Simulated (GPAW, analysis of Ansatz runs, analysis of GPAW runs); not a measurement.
# Ti on the Ga site in GaAs: charge-transition level, PBE (GPAW)

Aim: the charge-transition level of the Ti on the Ga site in GaAs, to be set beside the measurement. Set-up: PBE, plane waves 500 eV, 32-site cell, PBE lattice, k: the single point 1/4 1/4 1/4 then 2x2x2 shifted, dielectric constants 10.9 and 12.9 (handbook). The model is a cell of 32 host atoms with 1 Ga taken out and 1 Ti put in. The level is the Fermi energy at which two charge states have equal formation energy, after a correction for the images of the charge. A local or semilocal functional is the cheapest first rung.

What was measured. (+1/0) level below the conduction-band bottom: 0.9 eV, by DLTS; Ti(4+/3+) donor level, value from Fig. 2 (“Band-Edge Hydrostatic Deformation Potentials in III-V Semiconductors”, 1987, D. D. Nolte, W. Walukiewicz, and E. E. Haller). The calculation is set beside it at the end.

Main program and level: GPAW 26.7.0; GPAW plane-wave PAW DFT, PBE; relaxation of all atoms of a defect supercell.

Most raw output is cut from this account.

### Step 1. The structure

The cell holds 32 atoms: 15 Ga, 1 Ti and 16 As. Its edges and angles: a = 9.988 Å, b = 9.988 Å, c = 9.988 Å, α = 109.5°, β = 109.5°, γ = 109.5°. It derives from GaAs (space group F-43m). Nearest the centre at fractional (0.250, 0.500, 0.250): Ti7 at 0.05 Å, As19 at 2.48 Å, As23 at 2.48 Å, As22 at 2.53 Å, As28 at 2.53 Å, Ga10 at 4.03 Å, Ga1 at 4.03 Å, Ga12 at 4.06 Å. The cell carries charge +1.

The host's primitive cell comes from a first run (GPAW plane-wave PAW DFT, PBE; relaxation of cell and atoms of a defect-free cell): vectors of 4.078, 4.078 and 4.078 Å. That is 23.97 Å³ an atom, 6.1 % over the diffraction cell's volume. The supercell is built on it.

### Step 2. Relaxation, charge +1

Every later number rests on the structure around the defect, so the atoms are relaxed at the host's lattice first.

Contents of run.py:

```python
import numpy as np
from ase.io import read, write
from ase.parallel import parprint, world
from gpaw import GPAW, PW
from ase.optimize import BFGS

atoms = read('POSCAR')
calc = GPAW(mode=PW(500),
            xc='PBE',
            kpts=[[0.25, 0.25, 0.25]],
            charge=1,
            occupations={'name': 'fermi-dirac', 'width': 0.01},
            nbands=76,
            convergence={'density': 1e-05, 'forces': 0.001},
            maxiter=150,
            symmetry='off',
            txt='gpaw.txt')
atoms.calc = calc
opt = BFGS(atoms, trajectory='relax.traj', logfile='-')
done = opt.run(fmax=0.02, steps=80)
parprint('Converged:', done)
energy = atoms.get_potential_energy()
forces = atoms.get_forces()
parprint(f'Energy: {energy:.6f} eV, largest force {np.linalg.norm(forces, axis=1).max():.4f} eV/A')
calc.write('gs.gpw')
write('final.xyz', atoms)
for s in range(calc.get_number_of_spins()):
    parprint('Levels (eV), spin', s, calc.get_eigenvalues(kpt=0, spin=s)[-16:].round(3))
```

Contents of POSCAR:

```
Ga Ti Ga As
 1.0000000000000000
    -5.7666910817914703    5.7666910817914712   -5.7666910817914774
     5.7666910817914729    5.7666910817914792    5.7666910817914951
     5.7666910817914765   -5.7666910817914800   -5.7666910817914951
 Ga  Ti  Ga  As 
   6   1   9  16
Direct
  0.0041585962058186  0.0057356809305381  0.0020150735415704
  0.0009112314014345  0.2485781974333317  0.7452067730590126
 -0.0024255511737382  0.4987926072813014  0.5033865038934207
 -0.0031622082134683  0.7529410212754027  0.2494622852666160
  0.2496732158220110  0.0022158410570605  0.7550969134916665
  0.2454018060223818  0.2454797356300554  0.4943957342728522
  0.2529951017515329  0.4982681088995926  0.2535528727273749
  0.2482820379164068  0.7532136957413076 -0.0023906727232880
  0.4945010742420112 -0.0015371311361930  0.4957588992271355
  0.4966714521548693  0.2527944424706005  0.2498631338550215
  0.4961002145159555  0.5004180821746508 -0.0043127002213337
  0.5016150374005572  0.7461419795077590  0.7472594702660962
  0.7487101431754835  0.0029595318717620  0.2540781173192983
  0.7441263972307874  0.2485853908939012 -0.0024272462701383
  0.7532663294477249  0.5022264257207217  0.7560301608642357
  0.7533592289693893  0.7495385812619745  0.4972969503290083
  0.0050421542633148  0.0046859184561107  0.7552287430161440
 -0.0031677673301348  0.2508530843444543  0.4956103849608914
  0.0018266167656818  0.5024079327185236  0.2468454404567751
 -0.0060440206736203  0.7478149512222443 -0.0030310619891010
  0.2539332428485507 -0.0018274398918802  0.5020983688104005
  0.2464374745911846  0.2440568301859071  0.2457354535065175
  0.2537087093702838  0.4979475896753655  0.0020760644054434
  0.2513691136501080  0.7530610222265566  0.7558113824596087
  0.5009051957665461  0.0048346554582977  0.2491849116511935
  0.4967402410745557  0.2446645430939128 -0.0052670447658613
  0.4941261924418705  0.4963916286692547  0.7481266145048702
  0.5059183439404087  0.7515889339648690  0.5026998176765088
  0.7444941248999261 -0.0006989922610915 -0.0031167986804155
  0.7539941193338876  0.2520481205898890  0.7482165214790513
  0.7550203599270398  0.5018506458663703  0.5050956456117602
  0.7456218071403767  0.7445555645240846  0.2484170285388775
```

The run is started by

```
$ OMP_NUM_THREADS=1 mpirun -n 4 gpaw python run.py > stdout
```

Wall time 5.1 min (4 MPI ranks of Arm Neoverse V1, shared host); peak memory 1.2 GiB.

Step by step:

| step | energy less that of the first step (eV) |
| --- | --- |
| 0 | 0.0000 |
| 1 | -0.1468 |
| 2 | -0.3675 |
| 3 | -0.3720 |
| 4 | -0.3828 |
| 5 | -0.3864 |
| 6 | -0.3888 |
| 7 | -0.3908 |
| 8 | -0.3932 |
| 9 | -0.3946 |
| 10 | -0.3953 |
| 11 | -0.3960 |
| 12 | -0.3969 |
| 13 | -0.3976 |
| 14 | -0.3980 |
| 15 | -0.3981 |

The atoms that moved most (Å):

| atom | dx | dy | dz | length |
| --- | --- | --- | --- | --- |
| Ga1 | -0.032 | -0.056 | 0.028 | 0.070 |
| Ga10 | -0.043 | 0.022 | -0.044 | 0.065 |
| Ga12 | 0.058 | -0.022 | 0.010 | 0.063 |
| Ga6 | 0.046 | 0.005 | -0.042 | 0.063 |
| Ga11 | -0.009 | 0.008 | -0.060 | 0.062 |
| As32 | 0.020 | 0.055 | 0.007 | 0.059 |
| As28 | 0.005 | -0.031 | 0.048 | 0.058 |
| Ga15 | -0.029 | 0.002 | 0.048 | 0.056 |

The relaxed structure:

```xyz
32
Lattice="-5.7667 5.7667 -5.7667 5.7667 5.7667 5.7667 5.7667 -5.7667 -5.7667" Properties=species:S:1:pos:R:3 pbc="T T T"
Ga   -0.0118   -0.0105    0.0252
Ga    5.7541   -2.9004   -2.8640
Ga    5.7760   -0.0148   -0.0145
Ga    5.7805    2.9009    2.9024
Ga    2.8845   -2.8834   -5.7705
Ga    2.8979   -0.0156   -2.8926
Ti    2.8846    2.8828    0.0056
Ga    2.9055    5.7772    2.9044
Ga    0.0139    0.0103   -5.7460
Ga   -0.0085    2.9031   -2.8909
Ga   -0.0087    5.7794   -0.0107
Ga    5.7773    2.8639   -2.8896
Ga   -2.8809    2.8794   -5.7568
Ga   -2.9013    5.7537   -2.8672
Ga    2.8829    2.8825   -5.7597
Ga    2.8681    5.7830   -2.8925
As    4.3171   -4.3182   -4.3258
As    4.3197   -1.4513   -1.4335
As    4.3219    1.4455    1.4444
As    4.3247    4.3203    4.3417
As    1.4501   -1.4498   -4.3270
As    1.4472    1.4451   -1.4319
As    1.4470    4.3204    1.4448
As    7.2142    1.4425   -1.4358
As   -1.4405    1.4481   -4.3200
As   -1.4455    4.3246   -1.4358
As    4.3210    1.4418   -4.3274
As    4.3203    4.3216   -1.4339
As   -4.3220    4.3145   -4.3223
As    1.4449    1.4442   -7.1959
As    1.4457    4.3243   -4.3290
As    1.4462    7.2163   -1.4316
```

Neighbours of Ti7 at the end:

| atom | distance (Å) |
| --- | --- |
| As22 | 2.490 |
| As19 | 2.490 |
| As28 | 2.491 |
| As23 | 2.491 |
| Ga12 | 4.093 |
| Ga3 | 4.093 |
| Ga10 | 4.094 |
| Ga14 | 4.094 |
| Ga1 | 4.094 |
| Ga11 | 4.094 |
| Ga9 | 4.094 |
| Ga4 | 4.096 |
| Ga8 | 4.096 |
| Ga2 | 4.097 |
| Ga6 | 4.099 |
| Ga16 | 4.100 |

First to last step the energy falls by 0.398 eV; the largest move, 0.07 Å, is that of Ga1. Judged within 0.08 Å, the space group went from P1 to I-43m.

### Step 3. Single point, charge +1

The relaxed structure is kept, and the final numbers are taken at the final level and k-points.

This step: GPAW plane-wave PAW DFT, PBE; single point of a defect supercell.

Contents of run.py:

```python
import numpy as np
from ase.io import read, write
from ase.parallel import parprint, world
from gpaw import GPAW, PW

atoms = read('POSCAR')
calc = GPAW(mode=PW(500),
            xc='PBE',
            kpts={'size': (2, 2, 2), 'gamma': False},
            charge=1,
            occupations={'name': 'fermi-dirac', 'width': 0.01},
            nbands=76,
            convergence={'density': 1e-05, 'bands': 73},
            maxiter=150,
            symmetry={'point_group': False},
            txt='gpaw.txt')
atoms.calc = calc
energy = atoms.get_potential_energy()
forces = atoms.get_forces()
parprint(f'Energy: {energy:.6f} eV, largest force {np.linalg.norm(forces, axis=1).max():.4f} eV/A')
calc.write('gs.gpw')
write('final.xyz', atoms)
for s in range(calc.get_number_of_spins()):
    parprint('Levels (eV), spin', s, calc.get_eigenvalues(kpt=0, spin=s)[-16:].round(3))
field = calc.get_electrostatic_potential()
if world.rank == 0:
    np.save('potential.npy', field)
field = calc.get_pseudo_density()
if world.rank == 0:
    np.save('density.npy', field)
```

Contents of POSCAR:

```
Ga Ti Ga As
 1.0000000000000000
    -5.7666910817914703    5.7666910817914712   -5.7666910817914774
     5.7666910817914729    5.7666910817914792    5.7666910817914951
     5.7666910817914765   -5.7666910817914800   -5.7666910817914951
 Ga  Ti  Ga  As 
   6   1   9  16
Direct
 -0.0031010946739399 -0.0019348270683738 -0.0032098485487538
 -0.0031514745184437  0.2474321824703559  0.7472354802576561
 -0.0000254998920375  0.4995226385709426  0.5020650549743968
[... 2 atom lines left out ...]
  0.2494414335010869  0.2499024465781350  0.5020571674355364
  0.2494659172124563  0.5000648039055607  0.2496222659724665
[... 1 atom line left out ...]
  0.4991018443987585  0.0020959463284181  0.4994099578341404
  0.5023625193219178  0.2509752481054325  0.2499161572137275
  0.5020228097775341  0.5003414790347412  0.0001675839725584
  0.4988517945903775  0.7492328579282540  0.7514585996608959
[... 6 atom lines left out ...]
  0.0000922522105757  0.5000616842655896  0.2494943260517156
[... 2 atom lines left out ...]
  0.2494497094776087  0.2507745602267885  0.2496362306532262
  0.2493243698348665  0.5000604192420437  0.0001885656756330
[... 4 atom lines left out ...]
  0.4990277160998898  0.7492932591176117  0.4989122556060715
[... 3 atom lines left out ...]
  0.7498163970761423  0.7510822737975509  0.2495221782459327
```

It took 2.5 min on 4 MPI ranks; peak memory 2.2 GiB.

### Step 4. Relaxation, charge 0

Contents of run.py:

```python
import numpy as np
from ase.io import read, write
from ase.parallel import parprint, world
from gpaw import GPAW, PW
from ase.optimize import BFGS

atoms = read('POSCAR')
magmoms = np.zeros(len(atoms))
magmoms[[6]] = 1 / 1
atoms.set_initial_magnetic_moments(magmoms)
calc = GPAW(mode=PW(500),
            xc='PBE',
            kpts=[[0.25, 0.25, 0.25]],
            occupations={'name': 'fermi-dirac', 'width': 0.01, 'fixmagmom': True},
            nbands=77,
            convergence={'density': 1e-05, 'forces': 0.001},
            maxiter=150,
            symmetry='off',
            txt='gpaw.txt')
atoms.calc = calc
opt = BFGS(atoms, trajectory='relax.traj', logfile='-')
done = opt.run(fmax=0.02, steps=80)
parprint('Converged:', done)
energy = atoms.get_potential_energy()
forces = atoms.get_forces()
parprint(f'Energy: {energy:.6f} eV, largest force {np.linalg.norm(forces, axis=1).max():.4f} eV/A')
calc.write('gs.gpw')
write('final.xyz', atoms)
parprint('Moments:', atoms.get_magnetic_moments().round(3))
for s in range(calc.get_number_of_spins()):
    parprint('Levels (eV), spin', s, calc.get_eigenvalues(kpt=0, spin=s)[-16:].round(3))
```

Contents of POSCAR:

```
Ga Ti Ga As
 1.0000000000000000
    -5.7666910817914703    5.7666910817914712   -5.7666910817914774
     5.7666910817914729    5.7666910817914792    5.7666910817914951
     5.7666910817914765   -5.7666910817914800   -5.7666910817914951
 Ga  Ti  Ga  As 
   6   1   9  16
Direct
  0.0041585962058186  0.0057356809305381  0.0020150735415704
  0.0009112314014345  0.2485781974333317  0.7452067730590126
[... 3 atom lines left out ...]
  0.2454018060223818  0.2454797356300554  0.4943957342728522
  0.2529951017515329  0.4982681088995926  0.2535528727273749
[... 1 atom line left out ...]
  0.4945010742420112 -0.0015371311361930  0.4957588992271355
  0.4966714521548693  0.2527944424706005  0.2498631338550215
  0.4961002145159555  0.5004180821746508 -0.0043127002213337
  0.5016150374005572  0.7461419795077590  0.7472594702660962
[... 3 atom lines left out ...]
  0.7533592289693893  0.7495385812619745  0.4972969503290083
[... 2 atom lines left out ...]
  0.0018266167656818  0.5024079327185236  0.2468454404567751
[... 2 atom lines left out ...]
  0.2464374745911846  0.2440568301859071  0.2457354535065175
  0.2537087093702838  0.4979475896753655  0.0020760644054434
[... 4 atom lines left out ...]
  0.5059183439404087  0.7515889339648690  0.5026998176765088
[... 3 atom lines left out ...]
  0.7456218071403767  0.7445555645240846  0.2484170285388775
```

Elapsed: 13 min, on 4 MPI ranks; peak memory 1.8 GiB; 53 min of CPU time.

The steps of the relaxation:

| step | energy less that of the first step (eV) |
| --- | --- |
| 0 | 0.0000 |
| 1 | -0.1366 |
| 2 | -0.3441 |
| 3 | -0.3482 |
| 4 | -0.3589 |
| 5 | -0.3623 |
| 6 | -0.3647 |
| 7 | -0.3668 |
| 8 | -0.3691 |
| 9 | -0.3705 |
| 10 | -0.3712 |
| 11 | -0.3719 |
| 12 | -0.3728 |
| 13 | -0.3735 |
| 14 | -0.3738 |
| 15 | -0.3739 |

The atoms that moved most (Å):

| atom | dx | dy | dz | length |
| --- | --- | --- | --- | --- |
| As23 | 0.020 | 0.005 | 0.068 | 0.071 |
| As24 | -0.048 | 0.018 | 0.037 | 0.063 |
| Ga10 | -0.043 | -0.007 | -0.045 | 0.063 |
| Ga12 | 0.057 | 0.006 | 0.007 | 0.058 |
| As25 | -0.026 | -0.042 | -0.030 | 0.057 |
| Ga15 | -0.029 | 0.002 | 0.048 | 0.056 |
| As32 | 0.029 | 0.045 | 0.015 | 0.056 |
| Ti7 | 0.010 | 0.012 | 0.054 | 0.056 |

Final coordinates:

```xyz
32
Lattice="-5.7667 5.7667 -5.7667 5.7667 5.7667 5.7667 5.7667 -5.7667 -5.7667" Properties=species:S:1:pos:R:3 pbc="T T T"
Ga   -0.0040   -0.0025    0.0047
Ga    5.7548   -2.8710   -2.8628
Ga    5.7686   -0.0078    0.0060
Ga    5.7803    2.8728    2.9049
Ga    2.8845   -2.8833   -5.7703
Ga    2.8682   -0.0155   -2.8942
Ti    2.8862    2.8821    0.0059
Ga    2.8762    5.7768    2.9055
Ga    0.0060    0.0029   -5.7661
Ga   -0.0083    2.8739   -2.8923
Ga   -0.0011    5.7721    0.0098
Ga    5.7768    2.8923   -2.8923
Ga   -2.8802    2.8796   -5.7568
Ga   -2.8735    5.7530   -2.8650
Ga    2.8833    2.8824   -5.7592
Ga    2.8965    5.7833   -2.8947
As    4.3278   -4.3085   -4.3335
As    4.3100   -1.4408   -1.4263
As    4.3300    1.4367    1.4649
As    4.3261    4.3224    4.3373
As    1.4393   -1.4587   -4.3346
As    1.4396    1.4375   -1.4515
As    1.4403    4.3278    1.4643
As    7.2037    1.4520   -1.4285
As   -1.4494    1.4378   -4.3277
As   -1.4353    4.3149   -1.4280
As    4.3224    1.4398   -4.3225
As    4.3276    4.3302   -1.4544
As   -4.3133    4.3246   -4.3302
As    1.4431    1.4427   -7.2002
As    1.4441    4.3254   -4.3241
As    1.4558    7.2063   -1.4240
```

Neighbours of Ti7 at the end:

| atom | distance (Å) |
| --- | --- |
| As19 | 2.511 |
| As22 | 2.511 |
| As23 | 2.511 |
| As28 | 2.511 |
| Ga3 | 4.082 |
| Ga9 | 4.083 |
| Ga1 | 4.083 |
| Ga11 | 4.085 |
| Ga12 | 4.093 |
| Ga14 | 4.095 |
| Ga10 | 4.096 |
| Ga4 | 4.096 |
| Ga8 | 4.097 |
| Ga2 | 4.098 |
| Ga6 | 4.100 |
| Ga16 | 4.103 |

Read from the output:

```
total moment : 1.000 μB
```

From the first step to the last the energy fell by 0.374 eV, and the largest move was 0.07 Å (As23). Judged within 0.08 Å, the space group went from P1 to I-43m.

### Step 5. Single point, charge 0

This step: GPAW plane-wave PAW DFT, PBE; single point of a defect supercell.

Contents of run.py:

```python
import numpy as np
from ase.io import read, write
from ase.parallel import parprint, world
from gpaw import GPAW, PW

atoms = read('POSCAR')
magmoms = np.zeros(len(atoms))
magmoms[[6]] = 1 / 1
atoms.set_initial_magnetic_moments(magmoms)
calc = GPAW(mode=PW(500),
            xc='PBE',
            kpts={'size': (2, 2, 2), 'gamma': False},
            occupations={'name': 'fermi-dirac', 'width': 0.01, 'fixmagmom': True},
            nbands=77,
            convergence={'density': 1e-05, 'bands': 74},
            maxiter=150,
            symmetry={'point_group': False},
            txt='gpaw.txt')
atoms.calc = calc
energy = atoms.get_potential_energy()
forces = atoms.get_forces()
parprint(f'Energy: {energy:.6f} eV, largest force {np.linalg.norm(forces, axis=1).max():.4f} eV/A')
calc.write('gs.gpw')
write('final.xyz', atoms)
parprint('Moments:', atoms.get_magnetic_moments().round(3))
for s in range(calc.get_number_of_spins()):
    parprint('Levels (eV), spin', s, calc.get_eigenvalues(kpt=0, spin=s)[-16:].round(3))
field = calc.get_electrostatic_potential()
if world.rank == 0:
    np.save('potential.npy', field)
field = calc.get_pseudo_density()
if world.rank == 0:
    np.save('density.npy', field)
field = calc.get_pseudo_density(spin=0) - calc.get_pseudo_density(spin=1)
if world.rank == 0:
    np.save('spin.npy', field)
```

Contents of POSCAR:

```
Ga Ti Ga As
 1.0000000000000000
    -5.7666910817914703    5.7666910817914712   -5.7666910817914774
     5.7666910817914729    5.7666910817914792    5.7666910817914951
     5.7666910817914765   -5.7666910817914800   -5.7666910817914951
 Ga  Ti  Ga  As 
   6   1   9  16
Direct
 -0.0006231667257757 -0.0005561196107983 -0.0007537615485811
 -0.0007058328497697  0.2500455555098074  0.7471940483521472
 -0.0011952434944474  0.4994859459517267  0.4996475759032499
[... 2 atom lines left out ...]
  0.2495930949977052  0.2473402692756862  0.4996271794578126
  0.2493810028320857  0.5001397463628333  0.2497282929802129
[... 1 atom line left out ...]
  0.5001999082468455  0.0007719340149946  0.5004620178307571
  0.4999520104524742  0.2484630977588078  0.2500564569087388
  0.4996222121378044  0.5003752262907050 -0.0009456879036257
  0.5015495054230457  0.7516511355509334  0.7516556684797180
[... 6 atom lines left out ...]
 -0.0024460214358518  0.5000054561799508  0.2484201311777160
[... 2 atom lines left out ...]
  0.2504915599798787  0.2494523938593071  0.2506714178889097
  0.2482841094992745  0.5001226473022796 -0.0020793709650683
[... 4 atom lines left out ...]
  0.5015562909434499  0.7506754191617255  0.5013251280493232
[... 3 atom lines left out ...]
  0.7482919119120663  0.7510448164416882  0.2496932434176245
```

Elapsed: 5.9 min, on 4 MPI ranks; peak memory 2.9 GiB; 24 min of CPU time.

Read from the output:

```
total moment : 1.0000 μB
```

### Step 6. Charge-transition levels

Analysis of the runs above: levels from GPAW plane-wave PAW DFT, PBE energies with an image-charge correction aligned at atomic sites (own code after Kumagai and Oba).

It gives:

```
gap : 0.1414 eV
```

### Step 7. Outcome

```yaml
static_dielectric_constant_used: 12.9
band_gap_of_the_host: 0.14 eV
plus_1_over_0_level_below_the_conduction_band_bottom: -0.22 eV
```

(+1/0) level below the conduction-band bottom: computed -0.22 eV, measured 0.9 eV; 1.12 eV shallower than the measurement. The computed level lies at or beyond a band edge, so this set-up gives no level clear of the bands. The level is counted in a gap of 0.14 eV, and the correction is screened by a dielectric constant of 12.9 from a handbook. Levels hang on the band edges, which semilocal functionals place too close together. The total moment is locked at the high-spin value, which doesn't force the spin onto the d shell; spin-orbit coupling, which lowers the gap of these hosts' heavier members, is left out. Limits: the total moment of each charge state is locked at an assumed value.

[Logs are printed without paths, hosts, clocks, repeated set-up lines and the standing remarks that a program may print on its own settings, such as how far it seeks lower states.]

[Hosts, paths, dates, database ids (printed as entryN), source tags and the programs' standing remarks are cut or masked in the printed files.]

[For some hosts the program warned that the k-mesh of the response run may be too coarse for force constants and the static dielectric constant; such warnings are not shown here.]
